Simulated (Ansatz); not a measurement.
# Au (P-1) in Ansatz: convergence with n extra bands

Aim: find how far n extra bands must go before the results for Au settle, at PBEsol. This setting moves, with any that are tied to it; all else stays.

Program: Ansatz 0.2.0. These are calculated values, not measurements. Logs are shortened: lines on timing, memory, paths and dates and some standing lists are left out, and cuts for length are marked.

**1. The cell of the first run**

The typed cell holds 2 atoms: a = 2.900 Å, b = 2.900 Å, c = 4.880 Å, α = 90.00°, β = 90.00°, γ = 120.00°.

This isn't the form of Au at room conditions, which is fcc.

The cell isn't the ideal one: atoms moved at random, drawn with an rms of 0.05 Å.

**2. With n extra bands 1**

input.yaml reads:

```yaml
crystal:
  lattice:
    - [2.9, 0.0, 0.0]
    - [-1.45, 2.511473671, 0.0]
    - [0.0, 0.0, 4.88]
  atoms:
    - { symbol: Au, position: [0.688191, 0.352032, 0.251218] }
    - { symbol: Au, position: [0.32218, 0.663265, 0.75447] }
hamiltonian:
  xc: pbesol
  pseudopotentials: { kind: paw, source: jth, xc_functional: pbe }
kpoints:
  mp_grid: { grid: [8, 8, 4] }
scf:
  occupations: { method: gaussian, width: 0.05 }
  n_extra_bands: 1
output:
  forces: true
  stress: true
  eigenvalues: true
```

Potentials or basis: JTH PAW.

Started as:

```bash
> ansatz run input.yaml --threads 2 --pin off --max-ram 5632MiB --backend cpu --events-out ev --progress --plain --runs-dir out
```

What it wrote:

```text
Warning: the checks of this Au dataset prove no rule for summing its radial tables, as where they were carried onto another mesh than they were made on, and Gregory's rule is taken, under which a leading mesh point left out moves its sums only by what lay on the interval it spanned. That does not make them correct, and they differ from Quantum ESPRESSO's on this file; a re-export a fraction of a mesh step off can move them. hamiltonian.pseudopotentials.radial_quadrature: simpson_from_first_knot sums it by `pw.x`'s rule; on a PAW file no value gives `pw.x`'s numbers. What more to know: hamiltonian.pseudopotentials.radial_quadrature, in the input reference
Warning: RAYON_NUM_THREADS=2 ignored (pool sized by the plan → 2); use --threads N
scf.n_extra_bands = 1 over 11 filled bands (N_el = 22.0): the run solves 12 bands
Engine: ansatz 0.2.0, aarch64-unknown-linux-gnu
Pseudopotentials: kind: paw
Pseudopotential: Au, paw, valence charge 11, recommended cutoff 750 eV (normal), Au.paw.azcp
Functional definition: PBEsol
  exchange = pbesol_x
  correlation = pbesol_c
Crystal: 2 atoms, lattice volume = 35.542 Å³
Basis set: ecut = 750 eV, 1677 PW (Γ), exchange–correlation on 54×54×90 points (8 copies of the dense FFT grid, shifted against one another)
Bands: 12, of which v1, the nominal top of the filled ones, is band 11 counted from 1 (10 counted from 0)
Symmetry: 2 space group operations
Space group: P-1 (ITA 2), of the structure as read, at distance tolerance 3.3e-5 Å
k-points: 132 of 256
Non-local potential: Au, projectors of the file, l = 0: 2, l = 1: 2, l = 2: 2
PAW form: soft (Blöchl's): semilocal exchange-correlation on the pseudo side does not see the compensation charge
PAW one-centre angular grid: Au, 590 points (default); XC on 64 Gauss nodes
Initial density: superposition of atomic densities (chi_scale 0.1, normalization cell)
Initial wavefunctions: pseudopotential atomic-orbital guess
Functional: x = pbesol(κ = 0.804, μ = 0.12345679012345678), c = pbesol(β = 0.046)
SCF iter   1: F=—  HF=-20811.210746 eV  |F-HF|=—  |Δ(HF+E_count)|=         —  Δρ=6.57e-2  dr2=1.77e0  ethr=3.10e-3  ⟨swp⟩=7.8  Hψ=13554  notcnv=0
preconditioner: auto → none  [metal: Δε(μ)=0.004 eV  Ē_g=5.589 eV  σ=0.050 eV  W_gap=0.04  n_scr=8 (ndim 8)  ℏωp=29.2 eV  f_vac=0.000  D(μ)=3.15/eV (n_scr^D=36)  sad-step TF]
SCF iter   2: F=—  HF=-20810.811362 eV  |F-HF|=—  |Δ(HF+E_count)|=   3.99e-1  Δρ=3.61e-2  dr2=5.12e-1  ethr=3.10e-3  ⟨swp⟩=3.0  Hψ=4250  notcnv=0
SCF iter   3: F=—  HF=-20810.581835 eV  |F-HF|=—  |Δ(HF+E_count)|=   2.30e-1  Δρ=7.65e-3  dr2=2.13e-2  ethr=2.33e-3  ⟨swp⟩=2.2  Hψ=2646  notcnv=0
SCF iter   4: F=—  HF=-20810.578723 eV  |F-HF|=—  |Δ(HF+E_count)|=   3.11e-3  Δρ=1.58e-3  dr2=1.75e-4  ethr=9.67e-5  ⟨swp⟩=2.5  Hψ=3442  notcnv=0
SCF iter   5: F=—  HF=-20810.580305 eV  |F-HF|=—  |Δ(HF+E_count)|=   1.58e-3  Δρ=3.95e-4  dr2=1.84e-5  ethr=7.97e-7  ⟨swp⟩=3.5  Hψ=4483  notcnv=0
SCF iter   6: F=—  HF=-20810.580293 eV  |F-HF|=—  |Δ(HF+E_count)|=   1.22e-5  Δρ=8.67e-5  dr2=2.55e-6  ethr=8.35e-8  ⟨swp⟩=2.1  Hψ=3102  notcnv=0
SCF iter   7: F=—  HF=-20810.580292 eV  |F-HF|=—  |Δ(HF+E_count)|=   6.16e-7  Δρ=2.61e-5  dr2=3.07e-7  ethr=1.16e-8  ⟨swp⟩=2.1  Hψ=3120  notcnv=0
SCF iter   8: F=-20810.580292 eV  HF=-20810.580292 eV  |F-HF|=1.90e-9  |Δ(HF+E_count)|=   4.05e-8  Δρ=4.16e-6  dr2=1.77e-9  ethr=4.55e-10  ⟨swp⟩=7.6  Hψ=10189  notcnv=0
SCF 1 converged in 8 iterations: F = -20810.580292 eV  dr2 = 1.77e-9
SCF converged after 8 iterations
Free energy (F): -20810.580292 eV
Harris-Foulkes:  -20810.580292 eV  (|F-HF|=1.90e-9)
Internal energy: -20810.576507 eV  (E = F + TS)
E sigma→0 (E₀):  -20810.578399 eV
Entropy (-TS):   -0.003785 eV (-1.893 meV/atom)
Fermi energy:    14.901477 eV
--- Per-component energies (eV) ---
  E_band       = 239.781999
  E_kinetic    = 500.636614
  E_local      = -603.618137  (includes V_loc(G=0)·N_el)
  E_nonlocal   = 433.161559
  E_hartree    = 207.682696
  E_xc         = -161.353226
  E_vxc        = -192.221259  (∫ρ·V_xc dr)
  E_paw        = -19259.116313  (= ΣΔE_a)
  E_vpaw       = -313.542026  (= ΣTr[D̂ρ^β])
  E_aug_tail   = 0.000126  (compensation charges beyond the density's cutoff)
  E_ewald      = -1927.969826
  E_smearing   = -0.003785  (= −TS)
  E_closure    = 0.000000  (closes the sum)
  Σ components = -20810.580292   (vs F -20810.580292, Δ=0.00e0)
--- Forces (eV/Å), atoms counted from 1 ---
  atom   1  Au    -0.01813085    -0.00932419     0.09782507
  atom   2  Au     0.01813085     0.00932419    -0.09782507
  max |Σ_I F_I| component: 0.00e0 eV/Å
--- Stress (GPa, compression-positive) ---
       -5.229426       0.121650      -0.050094
        0.121650      -5.411234      -0.013785
       -0.050094      -0.013785      -5.682578
  P = ⅓ Tr σ = -5.4411 GPa (-54.411 kbar)
--- Band table (eV; the first three rows and the last of 132) ---
  k-point 0: bands = ["5.4418", "7.8824", "10.2869", "10.5553", "10.6004", "10.8336", "10.9074", "11.4274", "11.6747", "12.6914", "12.9243", "13.9084"]
  k-point 1: bands = ["5.9238", "7.8022", "10.1993", "10.4998", "10.5194", "10.7086", "10.7820", "11.7107", "11.8663", "11.9605", "12.6577", "12.7826"]
  k-point 2: bands = ["7.0536", "7.1122", "10.2933", "10.3193", "10.5261", "10.5293", "10.5648", "10.5722", "12.3199", "12.3670", "12.3997", "12.4308"]
  k-point 131: bands = ["8.2972", "8.2984", "9.2974", "9.3550", "11.6091", "11.6853", "12.5521", "12.5671", "13.2027", "13.2107", "15.4688", "15.5017"]
```

Run time: 5.8 s. Hardware: 2 threads of Arm Neoverse V1, shared host; peak memory 0.38 GiB.

What came out:

* Free energy: -20810.5803 eV
* Pressure: -5.4 GPa
* Largest force: 0.100 eV/Å
* Band gap on the k mesh: none (metal or under the smearing width)

**3. With n extra bands 2**

input.yaml, as its differences from that of step 2:

```diff
@@ -15,3 +15,3 @@
   occupations: { method: gaussian, width: 0.05 }
-  n_extra_bands: 1
+  n_extra_bands: 2
 output:
```

Potentials or basis: JTH PAW.

Started as:

```bash
> ansatz run input.yaml --threads 2 --pin off --max-ram 5632MiB --backend cpu --events-out ev --progress --plain --runs-dir out
```

Wall time 5.3 s (2 threads of Arm Neoverse V1, shared host); peak memory 0.38 GiB.

What came out:

```yaml
Free_energy: -20810.5803 eV
Pressure: -5.4 GPa
Largest_force: 0.100 eV/Å
Band_gap_on_the_k_mesh: none (metal or under the smearing width)
```

**4. With n extra bands 4**

input.yaml, as its differences from that of step 3:

```diff
@@ -15,3 +15,3 @@
   occupations: { method: gaussian, width: 0.05 }
-  n_extra_bands: 2
+  n_extra_bands: 4
 output:
```

Started as:

```bash
> ansatz run input.yaml --threads 2 --pin off --max-ram 5632MiB --backend cpu --events-out ev --progress --plain --runs-dir out
```

It took 5.7 s on 2 threads of Arm Neoverse V1, shared host; peak memory 0.4 GiB.

Results:

```yaml
Free_energy: -20810.5803 eV
Pressure: -5.4 GPa
Largest_force: 0.100 eV/Å
Band_gap_on_the_k_mesh: none (metal or under the smearing width)
```

**5. With n extra bands 8**

input.yaml, as its differences from that of step 4:

```diff
@@ -15,3 +15,3 @@
   occupations: { method: gaussian, width: 0.05 }
-  n_extra_bands: 4
+  n_extra_bands: 8
 output:
```

Started as:

```bash
> ansatz run input.yaml --threads 2 --pin off --max-ram 5632MiB --backend cpu --events-out ev --progress --plain --runs-dir out
```

It took 6.3 s on 2 threads of Arm Neoverse V1, shared host; peak memory 0.42 GiB.

It converged, with:

```
Free energy            : -20810.5803 eV
Pressure               : -5.4 GPa
Largest force          : 0.100 eV/Å
Band gap on the k mesh : none (metal or under the smearing width)
```

**6. With n extra bands 16**

input.yaml, as its differences from that of step 5:

```diff
@@ -15,3 +15,3 @@
   occupations: { method: gaussian, width: 0.05 }
-  n_extra_bands: 8
+  n_extra_bands: 16
 output:
```

Potentials or basis: JTH PAW.

Started as:

```bash
> ansatz run input.yaml --threads 2 --pin off --max-ram 5632MiB --backend cpu --events-out ev --progress --plain --runs-dir out
```

It took 8.2 s on 2 threads of Arm Neoverse V1, shared host; peak memory 0.46 GiB.

Results (log left out):

* Free energy: -20810.5803 eV
* Pressure: -5.4 GPa
* Largest force: 0.100 eV/Å
* Band gap on the k mesh: none (metal or under the smearing width)

**7. With n extra bands 32**

input.yaml, as its differences from that of step 6:

```diff
@@ -15,3 +15,3 @@
   occupations: { method: gaussian, width: 0.05 }
-  n_extra_bands: 16
+  n_extra_bands: 32
 output:
```

Started as:

```bash
> ansatz run input.yaml --threads 2 --pin off --max-ram 5632MiB --backend cpu --events-out ev --progress --plain --runs-dir out
```

Wall time 11 s (2 threads of Arm Neoverse V1, shared host); peak memory 0.56 GiB.

The run converged. Its results:

```yaml
Free_energy: -20810.5803 eV
Pressure: -5.4 GPa
Largest_force: 0.100 eV/Å
Band_gap_on_the_k_mesh: none (metal or under the smearing width)
```

**8. The series at a glance**

```tsv
n extra bands	energy less the tightest run, at zero smearing (meV/atom)	SCF cycles	CPU time (s)	peak memory (GiB)
1	0.00	8	11	0.38
2	0.00	7	10	0.38
4	0.00	8	11	0.4
8	0.00	7	12	0.42
16	0.00	8	16	0.46
32	0.00	8	22	0.56
```

Against the tightest run, the energy stays within 1 meV/atom from 1 on. The tightest run that finished is the yardstick and may itself not be fully converged.
